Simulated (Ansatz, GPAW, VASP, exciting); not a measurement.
# Si: 4 runs at one level of theory

```
Si
1.0
     0.00000    2.72185    2.72185
     2.72185    0.00000    2.72185
     2.72185    2.72185    0.00000
Si
2
Direct
  0.50000 0.50000 0.50000
  0.75000 0.75000 0.75000
```

Alike in all runs: task single point; functional PBE; k mesh 8 × 8 × 8; occupations gaussian, width 0.011 eV; no spin polarisation; no spin-orbit coupling. Pressure is positive in compression and, in plane waves, holds the error of the finite cutoff.

```json
{"program and potentials": "VASP, PBE PAW files Si, 520 eV", "plane-wave cutoff (eV)": "520", "notes": "-", "band gap (eV)": "0.63", "pressure (GPa)": "1.26"}
{"program and potentials": "exciting, all-electron LAPW+lo, shipped species files, valence relativity iora*", "plane-wave cutoff (eV)": "-", "notes": "-", "band gap (eV)": "0.63", "pressure (GPa)": "-"}
{"program and potentials": "GPAW, GPAW PAW data sets (gpaw-data 1.2.1)", "plane-wave cutoff (eV)": "600", "notes": "-", "band gap (eV)": "0.62", "pressure (GPa)": "1.61"}
{"program and potentials": "Ansatz, all-electron LAPW, scalar-relativistic", "plane-wave cutoff (eV)": "-", "notes": "-", "band gap (eV)": "0.63", "pressure (GPa)": "1.31"}
```

The band gap spans 0.62 (GPAW, GPAW PAW data sets (gpaw-data 1.2.1)) to 0.63 eV (exciting, all-electron LAPW+lo, shipped species files, valence relativity iora*), with all-electron results at 0.63. The pressure spans 1.26 (VASP, PBE PAW files Si, 520 eV) to 1.61 GPa (GPAW, GPAW PAW data sets (gpaw-data 1.2.1)), with all-electron results at 1.31. The gap is indirect and read on the mesh alone.

Differences between rows come from potentials, basis sets and numerical settings, since the functional is the same but for its coding. Runs on potential files found faulty are left out.

The gap is practically the same in all four runs, so its small size comes from the functional rather than from the treatment of the core. It lies well below the measured gap of silicon, as expected when a semilocal Kohn-Sham gap is set against the quasiparticle gap: the derivative discontinuity of the exchange-correlation potential is missing. The gap itself separates bonding from antibonding states of the sp3 network, with the valence maximum at the zone centre and the conduction minimum known to lie towards X.

The pressure is positive in every row that gives it, including the all-electron one, so the cell is smaller than the PBE equilibrium cell. This fits the known tendency of PBE to bind silicon slightly too weakly and make its bonds too long, the cell here being close to the experimental one. The pressure varies more than the gap, with GPAW highest, probably because stress is more sensitive to the data set and basis. Close agreement between codes supports the numerical reproducibility of the PBE gap, not its use as an optical or transport gap.
